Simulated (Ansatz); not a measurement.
Wires are cut from relaxed bulk Ge (Fd-3m, 23.90 Å³/atom, gap on the mesh 0.00 eV); atoms and period are relaxed, and energies count from that bulk. Caps count from half an H2 molecule.

The calculation used Ansatz 0.2.0, DFT PBE, scalar-relativistic, plane waves, PAW.

Cutoff 420 eV, Gaussian smearing of 0.05 eV, energies at zero smearing, symmetry of each start kept, no spin polarisation.

```csv
start,atoms,k mesh,excess energy (eV per host atom),line energy (eV/Å),period (Å),gap on the mesh (eV),highest filled level or Fermi level under vacuum (eV)
"[001] wire, 12 host atoms a period with H caps",26,1×1×10,0.252,0.527,5.746,3.34,5.78
"[001] wire, 13 host atoms a period with H caps",29,1×1×10,0.263,0.584,5.851,3.19,5.77
```

Each run keeps its start's symmetry and one magnetic start, so lower states can exist.

Cost: 2 runs of about 33 core-minutes in all, on Intel Xeon Platinum 8175M (Skylake/Cascade Lake) (shared hosts).